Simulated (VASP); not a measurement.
# Cl (Cmce) in VASP: further runs

The runs below take Cl through relaxation of cell and atoms, with PBE+D3(BJ).

Everything below comes from runs of VASP 6.6.1. Logs are shortened: lines on timing, memory, paths and dates and some standing lists are left out, and cuts for length are marked.

## 1. The structure

Symmetry: Cmce, No. 64, orthorhombic system. Conventional cell: a = 6.145 Å, b = 4.395 Å, c = 8.154 Å, α = 90.00°, β = 90.00°, γ = 90.00°. Around Cl (site symmetry m) lie 1 Cl at 1.99 Å.

## 2. Relaxation of cell and atoms, PBE+D3(BJ)

INCAR reads:

```
PREC = Accurate
ENCUT = 350
EDIFF = 1E-7
ISMEAR = 0
SIGMA = 0.02
LREAL = False
LASPH = True
NELM = 60
ALGO = Normal
ISIF = 3
LWAVE = False
LCHARG = False
GGA = PE
IVDW = 12
IBRION = 2
NSW = 80
EDIFFG = -0.002
```

KPOINTS reads:

```
Automatic mesh
0
Gamma
  8 8 4
```

POSCAR reads:

```
Cl
1.0
    3.0726500000     -2.1977000000      0.0000000000
    3.0726500000      2.1977000000      0.0000000000
    0.0000000000      0.0000000000      8.1537000000
Cl
4
Direct
    0.8763000000      0.1237000000      0.1025000000
    0.6237000000      0.3763000000      0.6025000000
    0.1237000000      0.8763000000      0.8975000000
    0.3763000000      0.6237000000      0.3975000000
```

Potentials or basis: VASP PAW PBE potentials, release 64 (Cl).

On the command line:

```console
$ cat potpaw_PBE.64/Cl/POTCAR > POTCAR
$ mpirun -np 1 vasp_std > vasp.out
```

OUTCAR:

```text
PREC = Accurate
   ENCUT = 350
   EDIFF = 1E-7
   ISMEAR = 0
   LREAL = False
   LASPH = True
   NELM = 60
   ISIF = 3
   GGA = PE
   IVDW = 12
   IBRION = 2
   NSW = 80
   EDIFFG = -0.002
 IVDW          = 12

 ion  position               nearest neighbor table
   1  0.876  0.124  0.102-   3 1.99
   2  0.624  0.376  0.602-   4 1.99
   3  0.124  0.876  0.898-   1 1.99
   4  0.376  0.624  0.398-   2 1.99

  LATTYP: Found a base centered orthorhombic cell.
 ALAT       =     4.3954000000
 B/A-ratio  =     1.3981207626
 C/A-ratio  =     1.8550530100

  Lattice vectors:

 A1 = (  -3.0726500000,  -2.1977000000,   0.0000000000)
 A2 = (   3.0726500000,  -2.1977000000,   0.0000000000)
 A3 = (   0.0000000000,   0.0000000000,   8.1537000000)

Analysis of symmetry for initial positions (statically):
=====================================================================
 Subroutine PRICEL returns:
 Original cell was already a primitive cell.

 Routine SETGRP: Setting up the symmetry group for a
 base centered orthorhombic supercell.

 Subroutine GETGRP returns: Found  8 space group operations
 (whereof  4 operations were pure point group operations)
 out of a pool of  8 trial point group operations.

The static configuration has the point symmetry C_2h.
 The point group associated with its full space group is D_2h.

Analysis of symmetry for dynamics (positions and initial velocities):
=====================================================================
 Subroutine PRICEL returns:
 Original cell was already a primitive cell.

 Routine SETGRP: Setting up the symmetry group for a
 base centered orthorhombic supercell.

 Subroutine GETGRP returns: Found  8 space group operations
 (whereof  4 operations were pure point group operations)
 out of a pool of  8 trial point group operations.

The dynamic configuration has the point symmetry C_2h.
 The point group associated with its full space group is D_2h.

 Subroutine INISYM returns: Found  8 space group operations
 (whereof  4 operations are pure point group operations),
 and found     1 'primitive' translations

----------------------------------------------------------------------------------------

                                     Primitive cell

  volume of cell :     110.1200

  direct lattice vectors                    reciprocal lattice vectors
     3.072650000 -2.197700000  0.000000000     0.162725986 -0.227510579  0.000000000
     3.072650000  2.197700000  0.000000000     0.162725986  0.227510579  0.000000000
[... 93 lines left out ...]
   IBRION =      2    ionic relax: 0-MD 1-quasi-New 2-CG
   NFREE  =      1    steps in history (QN), initial steepest desc. (CG)
   ISIF   =      3    stress and relaxation
   ISYM   =      2    0-nonsym 1-usesym 2-fastsym
   POTIM  = 0.5000    time-step for ionic-motion
   TEBEG  =    0.0;   TEEND  =   0.0 temperature during run
   PSTRESS=    0.0 pullay stress
   NELECT =      28.0000    total number of electrons
   NUPDOWN=      -1.0000    fix difference up-down
   EMIN   =  10.00;   EMAX   =-10.00  energy-range for DOS
   EFERMI =   0.00;   METHOD = LEGACY
   ISMEAR =     0;   SIGMA  =   0.02  broadening in eV -4-tet -1-fermi 0-gaus
   EFERMI_NEDOS =   21; number of points for ismear=-14 and -15
   IALGO  =     38    algorithm
   IMIX   =      4    mixing-type and parameters
     AMIX     =   0.40;   BMIX     =  1.00
     AMIX_MAG =   1.60;   BMIX_MAG =  1.00
  volume/ion in A,a.u.               =      27.53       185.78
  Fermi-wavevector in a.u.,A,eV,Ry     =   1.037143  1.959917 14.635327  1.075666
  Thomas-Fermi vector in A             =   2.171567
   LORBIT       =      0    0 simple, 1 ext, 2 COOP (PROOUT), +10 PAW based schemes
   GGA     = PE    functional components
   LHFCALC =     F    Hartree Fock is set to
   AEXX    =    0.0000 exact exchange contribution
   IVDW    =    12    specifies the selected vdW correction
   LEPSILON=     F    determine dielectric tensor
   LRPA    =     F    only Hartree local field effects (RPA)
 conjugate gradient relaxation of ions
 non-spin polarized calculation
 Gauss-broadening in eV      SIGMA  =   0.02
  energy-cutoff  :      350.00
  volume of cell :      110.12
 maximum number of plane-waves:      1660
   NGX = 11   NGY = 11   NGZ = 25

--------------------------------------- Ionic step        1  -------------------------------------------

 number of electron      28.0000019 magnetization

 Free energy of the ion-electron system (eV)
  ---------------------------------------------------
  ext. energy  EPLUGINS =         0.00000000
  ---------------------------------------------------
  free energy    TOTEN  =        -7.28523418 eV

  energy without entropy =       -7.28523418  energy(sigma->0) =       -7.28523418

------------------------ aborting loop because EDIFF is reached ----------------------------------------

 Edisp (eV)   -0.64483

 E8    (eV) :    -0.2173
[... 111 lines left out ...]
  FREE ENERGIE OF THE ION-ELECTRON SYSTEM (eV)
  ---------------------------------------------------
  free  energy   TOTEN  =        -7.9339915819 eV

  energy  without entropy=       -7.9339915819  energy(sigma->0) =       -7.93399158

 E-fermi :  -0.0007     XC(G=0):  -8.0512

 val. band max:       -0.0939761771   @ k =   0.5000  -0.0000   0.5000
 cond. band min:       2.3949598521   @ k =   0.0000   0.0000   0.0000
 fundamental gap:      2.4889360292
 Fermi energy:        -0.0007386291

 k-point     1 :       0.0000    0.0000    0.0000
  band No.  band energies     occupation
      1     -16.7991      2.00000
      2     -16.4529      2.00000
      3     -12.9954      2.00000
      4     -12.0919      2.00000
      5      -5.6501      2.00000
      6      -4.4344      2.00000
[... 493 lines left out ...]
     17       7.8965      0.00000
     18       8.1720      0.00000

 [... further k-points ...]

[... ionic steps 4 to 41 ...]

--------------------------------------- Ionic step       42  -------------------------------------------

 number of electron      28.0000002 magnetization

------------------------ aborting loop because EDIFF is reached ----------------------------------------
[... 79 lines left out ...]
--------------------------------------- Ionic step       44  -------------------------------------------

 number of electron      28.0000002 magnetization

 Free energy of the ion-electron system (eV)
  ---------------------------------------------------
  ext. energy  EPLUGINS =         0.00000000
  ---------------------------------------------------
  free energy    TOTEN  =        -7.30041228 eV

  energy without entropy =       -7.30041228  energy(sigma->0) =       -7.30041228

 E-fermi :   0.1501     XC(G=0):  -8.0756

 val. band max:        0.0122062972   @ k =   0.0000   0.0000   0.0000
 cond. band min:       2.3461703017   @ k =   0.0000   0.0000   0.0000
 fundamental gap:      2.3339640044
 Fermi energy:         0.1501444347

 k-point     1 :       0.0000    0.0000    0.0000
  band No.  band energies     occupation
      1     -16.7786      2.00000
      2     -16.4389      2.00000
      3     -12.9812      2.00000
      4     -12.0521      2.00000
      5      -5.6835      2.00000
      6      -4.3359      2.00000
[... 530 lines left out ...]
  FREE ENERGIE OF THE ION-ELECTRON SYSTEM (eV)
  ---------------------------------------------------
  free  energy   TOTEN  =        -7.9594896994 eV

  energy  without entropy=       -7.9594896994  energy(sigma->0) =       -7.95948970

 reached required accuracy - stopping structural energy minimisation
```

CONTCAR:

```text
Cl
   1.00000000000000
     3.2424366623458392   -2.0524134781033432    0.0000000000000000
     3.2424366623458392    2.0524134781033432   -0.0000000000000000
     0.0000000000000000   -0.0000000000000000    8.0960662366021641
  Cl
     4
Direct
     0.8767199126710065    0.1232800873289935    0.1078770763623658
     0.6232800873289935    0.3767199126710064    0.6078770763623655
     0.1232800873289934    0.8767199126710065    0.8921229236376345
     0.3767199126710064    0.6232800873289935    0.3921229236376341

  0.00000000E+00  0.00000000E+00  0.00000000E+00
  0.00000000E+00  0.00000000E+00  0.00000000E+00
  0.00000000E+00  0.00000000E+00  0.00000000E+00
  0.00000000E+00  0.00000000E+00  0.00000000E+00
```

Run time: 15 min. Hardware: 1 thread of Intel Xeon Platinum 8259CL at 2.50GHz (Skylake/Cascade Lake), shared host; peak memory 0.21 GiB.

Results:

| Item | Value |
| --- | --- |
| Free energy | -7.9595 eV |
| Relaxed volume | 26.94 Å³/atom |
| Relaxed cell | a = 3.837 Å, b = 3.837 Å, c = 8.096 Å, α = 90.00°, β = 90.00°, γ = 64.67° |
| Space group after relaxing (to 0.05 Å) | Cmce (No. 64) |
| Energy gained by relaxing | 7.4 meV/atom |
| Ionic steps | 44 |
| Pressure after relaxing | 0.0 GPa |
| Band gap on the k mesh | 2.33 eV, direct |
| Dispersion energy per atom | -0.165 eV |

Step by step:
```csv
step,energy change (eV),largest force (eV/Å),pressure (GPa),volume (Å³)
1,0.0000,0.2654,0.34,110.12
3,-0.0039,0.0470,-0.20,110.58
5,-0.0184,0.0255,-0.11,109.56
7,-0.0250,0.0442,0.10,108.35
9,-0.0255,0.0445,-0.08,108.47
11,-0.0280,0.0386,-0.05,108.08
13,-0.0280,0.0878,0.24,107.65
15,-0.0287,0.0140,0.06,107.84
17,-0.0289,0.0182,-0.05,107.93
19,-0.0291,0.0104,0.00,107.90
21,-0.0291,0.0216,-0.05,107.87
23,-0.0292,0.0194,-0.04,107.84
25,-0.0293,0.0099,-0.01,107.68
27,-0.0293,0.0035,0.02,107.55
29,-0.0293,0.0118,0.00,107.57
31,-0.0293,0.0203,-0.02,107.59
33,-0.0294,0.0143,0.00,107.59
35,-0.0294,0.0056,0.02,107.58
37,-0.0294,0.0080,0.00,107.65
39,-0.0294,0.0097,-0.01,107.67
41,-0.0294,0.0039,0.01,107.70
43,-0.0294,0.0040,-0.01,107.75
44,-0.0294,0.0019,0.00,107.76
```

Final structure:
```
Cl
1.0
     3.24244   -2.05241    0.00000
     3.24244    2.05241    0.00000
     0.00000    0.00000    8.09607
Cl
4
Direct
  0.87672 0.12328 0.10788
  0.62328 0.37672 0.60788
  0.12328 0.87672 0.89212
  0.37672 0.62328 0.39212
```

Levels at points of the mesh, in eV from the valence-band top:
```tsv
k point	band 10	band 11	band 12	band 13	band 14	band 15	band 16	band 17	band 18
(0.00, 0.00, 0.00)	-2.21	-0.94	-0.35	-0.15	0.00	2.33	3.18	6.89	7.21
(0.50, 0.00, 0.00)	-2.61	-0.84	-0.84	-0.30	-0.30	3.02	3.02	8.04	8.04
(0.50, 0.50, 0.00)	-2.70	-1.42	-1.14	-0.40	-0.14	2.40	2.97	8.40	8.45
(0.00, 0.00, 0.50)	-2.29	-0.79	-0.79	-0.07	-0.07	2.68	2.68	7.35	7.35
(0.50, 0.00, 0.50)	-2.66	-0.59	-0.59	-0.06	-0.06	2.73	2.73	8.33	8.33
(0.50, 0.50, 0.50)	-2.68	-0.89	-0.89	-0.73	-0.73	2.62	2.62	9.03	9.03
```

## 3. Relaxation of cell and atoms, PBE+D3(BJ)

This run uses another cell than the first one, of 26.94 Å³/atom, 0.979 times its volume.

INCAR is that of step 2.

KPOINTS is that of step 2.

POSCAR reads:

```
Cl                                      
1.0
    3.2424366623     -2.0524134781      0.0000000000
    3.2424366623      2.0524134781     -0.0000000000
    0.0000000000     -0.0000000000      8.0960662366
  Cl            
     4
Direct
     0.8767199126710065    0.1232800873289935    0.1078770763623658
     0.6232800873289935    0.3767199126710064    0.6078770763623655
     0.1232800873289934    0.8767199126710065    0.8921229236376345
     0.3767199126710064    0.6232800873289935    0.3921229236376341
```

Potentials or basis: VASP PAW PBE potentials, release 64 (Cl).

On the command line:

```console
$ cat potpaw_PBE.64/Cl/POTCAR > POTCAR
$ mpirun -np 1 vasp_std > vasp.out
```

Wall time 5.1 min (1 thread of Intel Xeon Platinum 8259CL at 2.50GHz (Skylake/Cascade Lake), shared host); peak memory 0.2 GiB.

The run converged. Its results:

```yaml
Free_energy: -7.9603 eV
Relaxed_volume: 27.10 Å³/atom
Relaxed_cell: a = 3.857 Å, b = 3.857 Å, c = 8.094 Å, α = 90.00°, β = 90.00°, γ = 64.20°
Space_group_after_relaxing_to_0.05_Å: Cmce (No. 64)
Energy_gained_by_relaxing: 0.1 meV/atom
Ionic_steps: 18
Pressure_after_relaxing: 0.0 GPa
Band_gap_on_the_k_mesh: 2.33 eV, direct
Dispersion_energy_per_atom: -0.163 eV
```

Step by step:
```
step  energy change (eV)  largest force (eV/Å)  pressure (GPa)  volume (Å³)
   1              0.0000                0.0020            0.03       107.76
   2             -0.0001                0.0016            0.03       107.85
   3             -0.0002                0.0056            0.03       108.12
   4             -0.0002                0.0156            0.01       108.67
   5             -0.0002                0.0126            0.02       108.51
   6             -0.0002                0.0297           -0.09       108.71
   7             -0.0002                0.0015           -0.01       108.56
   8             -0.0002                0.0010           -0.01       108.56
   9             -0.0002                0.0143           -0.05       108.63
  10             -0.0002                0.0007           -0.01       108.56
  11             -0.0002                0.0010           -0.02       108.56
  12             -0.0002                0.0004           -0.01       108.53
  13             -0.0002                0.0024           -0.01       108.44
  14             -0.0002                0.0032           -0.01       108.42
  15             -0.0002                0.0125            0.03       108.37
  16             -0.0002                0.0007            0.00       108.41
  17             -0.0002                0.0007            0.00       108.41
  18             -0.0002                0.0005            0.00       108.41
```

Final structure:
```
Cl
1.0
     3.26746   -2.04967    0.00000
     3.26746    2.04967    0.00000
     0.00000    0.00000    8.09402
Cl
4
Direct
  0.87642 0.12358 0.10788
  0.62358 0.37642 0.60788
  0.12358 0.87642 0.89212
  0.37642 0.62358 0.39212
```

Levels at points of the mesh, in eV from the valence-band top:
```tsv
k point	band 12	band 13	band 14	band 15	band 16	band 17
(0.00, 0.00, 0.00)	-0.36	-0.17	0.00	2.33	3.17	6.86
(0.50, 0.00, 0.00)	-0.84	-0.31	-0.31	3.02	3.02	8.03
(0.50, 0.50, 0.00)	-1.13	-0.40	-0.14	2.40	2.98	8.41
(0.00, 0.00, 0.50)	-0.80	-0.08	-0.08	2.67	2.67	7.32
(0.50, 0.00, 0.50)	-0.59	-0.07	-0.07	2.73	2.73	8.32
(0.50, 0.50, 0.50)	-0.89	-0.73	-0.73	2.63	2.63	9.04
```
